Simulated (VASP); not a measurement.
# Br (Immm) in VASP: notebook, part 2 of 2

VASP 6.6.1. Earlier steps stand in the parts before.

**5. Single point, r2SCAN**

INCAR

```
SYSTEM = Br
PREC = Accurate ; ENCUT = 450
EDIFF = 1E-6 ; ISMEAR = 0
SIGMA = 0.05 ; LREAL = .False.
LASPH = .True. ; NELM = 100
ALGO = Normal ; ISIF = 2
LWAVE = .False. ; LCHARG = .False.
METAGGA = R2SCAN ; LMIXTAU = .True.
NBANDS = 10 ; ADDGRID = .False.
```

KPOINTS

```
regular mesh
0
Gamma
  8 8 8
  0 0 0
```

POSCAR

```
Br
1.0
   -1.2867684050      1.7199972000      3.5779911600
    1.2867684050     -1.7199972000      3.5779911600
    1.2867684050      1.7199972000     -3.5779911600
Br
1
Direct
    0.0000000000      0.0000000000      0.0000000000
```

Potentials or basis: VASP PAW PBE potentials, release 64 (Br).

Command:

```sh
cat potpaw_PBE.64/Br/POTCAR > POTCAR
mpirun -np 1 vasp_std > vasp.out
```

OUTCAR:

```text
SYSTEM = Br
   PREC = Accurate
   ENCUT = 450
   EDIFF = 1E-6
   ISMEAR = 0
   LREAL = .False.
   LASPH = .True.
   NELM = 100
   ISIF = 2
   METAGGA = R2SCAN

 Found     95 irreducible k-points:

 Following reciprocal coordinates:
            Coordinates               Weight
  0.000000  0.000000  0.000000      1.000000
  0.125000  0.000000 -0.000000      4.000000
  0.250000  0.000000 -0.000000      4.000000
  0.375000  0.000000 -0.000000      4.000000
  0.500000  0.000000 -0.000000      2.000000
  0.000000  0.125000 -0.000000      4.000000
   k-points           NKPTS =     95   k-points in BZ     NKDIM =     95   number of bands    NBANDS=     10
   number of dos      NEDOS =    301   number of ions     NIONS =      1
   total plane-waves  NPLWV =  27000
   dimension x,y,z NGX =    30 NGY =   30 NGZ =   30
   dimension x,y,z NGXF=    60 NGYF=   60 NGZF=   60
   ions per type =               1
   NGX,Y,Z   is equivalent  to a cutoff of  11.95, 11.95, 11.95 a.u.
   NGXF,Y,Z  is equivalent  to a cutoff of  23.90, 23.90, 23.90 a.u.
 SYSTEM =  Br
   PREC   = accura    normal or accurate (medium, high low for compatibility)
   ISTART =      0    job   : 0-new  1-cont  2-samecut
   ICHARG =      2    charge: 1-file 2-atom 10-const
   ISPIN  =      1    spin polarized calculation?
   LNONCOLLINEAR =      F non collinear calculations
   LSORBIT =      F    spin-orbit coupling
   LASPH  =      T    aspherical Exc in radial PAW
   ENCUT  =  450.0 eV  33.07 Ry    5.75 a.u.   7.22  7.22  7.22*2*pi/ulx,y,z
   NELM   =    100;   NELMIN=  2; NELMDL= -5     # of ELM steps
   EDIFF  = 0.1E-05   stopping-criterion for ELM
   LREAL  =      F    real-space projection
   EDIFFG = 0.1E-04   stopping-criterion for IOM
   NSW    =      0    number of steps for IOM
   IBRION =     -1    ionic relax: 0-MD 1-quasi-New 2-CG
   NFREE  =      0    steps in history (QN), initial steepest desc. (CG)
   ISIF   =      2    stress and relaxation
   ISYM   =      2    0-nonsym 1-usesym 2-fastsym
   POTIM  = 0.5000    time-step for ionic-motion
   TEBEG  =    0.0;   TEEND  =   0.0 temperature during run
   PSTRESS=    0.0 pullay stress
   NELECT =       7.0000    total number of electrons
   NUPDOWN=      -1.0000    fix difference up-down
   EMIN   =  10.00;   EMAX   =-10.00  energy-range for DOS
   EFERMI =   0.00;   METHOD = LEGACY
   ISMEAR =     0;   SIGMA  =   0.05  broadening in eV -4-tet -1-fermi 0-gaus
   EFERMI_NEDOS =   21; number of points for ismear=-14 and -15
   IALGO  =     38    algorithm
   IMIX   =      4    mixing-type and parameters
     AMIX     =   0.40;   BMIX     =  1.00
     AMIX_MAG =   1.60;   BMIX_MAG =  1.00
  volume/ion in A,a.u.               =      31.68       213.76
  Fermi-wavevector in a.u.,A,eV,Ry     =   0.989764  1.870383 13.328717  0.979633
  Thomas-Fermi vector in A             =   2.121386
   LORBIT       =      0    0 simple, 1 ext, 2 COOP (PROOUT), +10 PAW based schemes
   METAGGA = R2SCAN    functional components
   LHFCALC =     F    Hartree Fock is set to
   AEXX    =    0.0000 exact exchange contribution
   IVDW    =     0    specifies the selected vdW correction
   LEPSILON=     F    determine dielectric tensor
   LRPA    =     F    only Hartree local field effects (RPA)
 non-spin polarized calculation
 Gauss-broadening in eV      SIGMA  =   0.05
  energy-cutoff  :      450.00
  volume of cell :       31.68
 maximum number of plane-waves:       700
 NGX is ok and might be reduce to    30
   NGX = 15   NGY = 15   NGZ = 15

 number of electron       7.0000000 magnetization

 Free energy of the ion-electron system (eV)
  ---------------------------------------------------
  ext. energy  EPLUGINS =         0.00000000
  ---------------------------------------------------
  free energy    TOTEN  =       -13.19376529 eV

  energy without entropy =      -13.19246505  energy(sigma->0) =      -13.19311517

 E-fermi :  -0.2362     XC(G=0):  -8.6370

 val. band max:       -0.2449861555   @ k =   0.5000   0.5000  -0.0000
 cond. band min:      -0.2024167389   @ k =   0.1250   0.3750   0.0000
 fundamental gap:      0.0425694166
 Fermi energy:        -0.2362294095

 k-point     1 :       0.0000    0.0000    0.0000
  band No.  band energies     occupation
      1     -16.5510      2.00000
      2      -2.1430      2.00000
      3      -1.3903      2.00000
      4       4.1014      0.00000
      5       5.8430      0.00000
      6       9.8201      0.00000
      7      12.6239      0.00000
      8      13.6922      0.00000
      9      15.1843      0.00000
     10      20.9225      0.00000
[... 53 lines left out ...]
 k-point     6 :       0.0000    0.1250   -0.0000
  band No.  band energies     occupation
      1     -16.2402      2.00000
      2      -1.9904      2.00000
      3      -1.1559      2.00000
      4       1.8590      0.00000
      5       6.3541      0.00000
      6      10.0885      0.00000
      7      13.0472      0.00000
      8      15.6165      0.00000
      9      16.3896      0.00000
     10      16.8492      0.00000

 [... further k-points ...]

------------------------ aborting loop because EDIFF is reached ----------------------------------------

  FORCE on cell =-STRESS in cart. coord.  units (eV):
  Direction    XX          YY          ZZ          XY          YZ          ZX
  --------------------------------------------------------------------------------------
  -------------------------------------------------------------------------------------
  Total       -0.0278666     -0.0343629     -0.0137526      0.0000000      0.0000000      0.0000000
  in kB       -1.4095051     -1.7380924     -0.6956139      0.0000000      0.0000000      0.0000000
  external PRESSURE =      -1.2810704 kB  Pullay stress =       0.0000000 kB

 VOLUME and BASIS-vectors are now :
 -----------------------------------------------------------------------------
  energy-cutoff  :      450.00
  volume of cell :       31.68
      direct lattice vectors                 reciprocal lattice vectors
    -1.286768405  1.719997200  3.577991160     0.000000000  0.290698148  0.139743218
     1.286768405 -1.719997200  3.577991160     0.388570312  0.000000000  0.139743218
     1.286768405  1.719997200 -3.577991160     0.388570312  0.290698148  0.000000000

 POSITION                                       TOTAL-FORCE (eV/Angst)
 -----------------------------------------------------------------------------------
      0.00000      0.00000      0.00000         0.000000      0.000000     -0.000000
 -----------------------------------------------------------------------------------
    total drift:                                0.000000     -0.000000     -0.000000

  FREE ENERGIE OF THE ION-ELECTRON SYSTEM (eV)
  ---------------------------------------------------
  free  energy   TOTEN  =       -13.1937652852 eV

  energy  without entropy=      -13.1924650542  energy(sigma->0) =      -13.19311517
```

OSZICAR:

```text
N       E                     dE             d eps       ncg     rms          rms(c)
DAV:   1     0.781361448362E+01    0.78136E+01   -0.25739E+03  1900   0.476E+02
DAV:   2    -0.140189997651E+02   -0.21833E+02   -0.20978E+02  2446   0.933E+01
DAV:   3    -0.148769419001E+02   -0.85794E+00   -0.83702E+00  2280   0.177E+01
DAV:   4    -0.148799643356E+02   -0.30224E-02   -0.30219E-02  2372   0.127E+00
DAV:   5    -0.148799740181E+02   -0.96825E-05   -0.96824E-05  2270   0.667E-02    0.519E+00
DAV:   6    -0.131158447370E+02    0.17641E+01   -0.30023E-01  1996   0.384E+00    0.372E+00
DAV:   7    -0.129148481660E+02    0.20100E+00   -0.39524E-01  1928   0.420E+00    0.132E+00
DAV:   8    -0.131794881545E+02   -0.26464E+00   -0.29880E-01  1914   0.408E+00    0.493E-01
DAV:   9    -0.131851749271E+02   -0.56868E-02   -0.20687E-02  2022   0.120E+00    0.130E-01
DAV:  10    -0.131907876701E+02   -0.56127E-02   -0.20842E-03  2042   0.417E-01    0.949E-02
DAV:  11    -0.131921664087E+02   -0.13787E-02   -0.89670E-04  1982   0.288E-01    0.996E-02
DAV:  12    -0.131936798987E+02   -0.15135E-02   -0.10117E-03  1944   0.260E-01    0.114E-02
DAV:  13    -0.131937604093E+02   -0.80511E-04   -0.85437E-05  2078   0.926E-02    0.102E-02
DAV:  14    -0.131937636713E+02   -0.32620E-05   -0.21963E-05  2002   0.474E-02    0.591E-03
DAV:  15    -0.131937652022E+02   -0.15309E-05   -0.27806E-06  2108   0.180E-02    0.177E-03
DAV:  16    -0.131937652852E+02   -0.82995E-07   -0.63552E-07  2062   0.896E-03
   1 F= -.13193765E+02 E0= -.13193115E+02  d E =-.130023E-02
```

Wall time 2.3 min (1 thread of Intel Xeon Platinum 8375C at 2.90GHz (Ice Lake), shared host); peak memory 0.17 GiB.

These settings aren't checked as converged: the numbers below hold their error.

Results:

```yaml
Free_energy: -13.1938 eV
Pressure: -0.1 GPa
Band_gap_on_the_k_mesh: none (metal or under the smearing width)
```

Caveat: the k mesh is coarse (spacing up to 0.38 Å⁻¹), so the values aren't converged; the PAW data sets were made with another functional, which shifts forces and pressure a little; an odd number of electrons without spin polarisation forces a metal; a magnetic or distorted state may lie lower.

**6. Single point, r2SCAN**

Edit INCAR of step 5 so:

```diff
@@ -2,3 +2,3 @@
 PREC = Accurate ; ENCUT = 450
-EDIFF = 1E-6 ; ISMEAR = 0
+EDIFF = 1E-6 ; ISMEAR = -5
 SIGMA = 0.05 ; LREAL = .False.
```

KPOINTS is that of step 5.

POSCAR is that of step 5.

Potentials or basis: VASP PAW PBE potentials, release 64 (Br).

Command:

```sh
cat potpaw_PBE.64/Br/POTCAR > POTCAR
mpirun -np 1 vasp_std > vasp.out
```

It took 2.4 min on 1 thread of Intel Xeon Platinum 8375C at 2.90GHz (Ice Lake), shared host; peak memory 0.17 GiB.

The run converged, but some of its settings lie outside the range that counts as converged, so its numbers aren't taken as properties of the crystal.

Results:

* Free energy: -13.1552 eV
* Pressure: 0.1 GPa
* Band gap on the k mesh: none (metal or under the smearing width)

Caveat: the k mesh is coarse (spacing up to 0.38 Å⁻¹), so the values aren't converged; the PAW data sets were made with another functional, which shifts forces and pressure a little; an odd number of electrons without spin polarisation forces a metal; a magnetic or distorted state may lie lower; tetrahedron occupations give inexact forces and stress in metals.
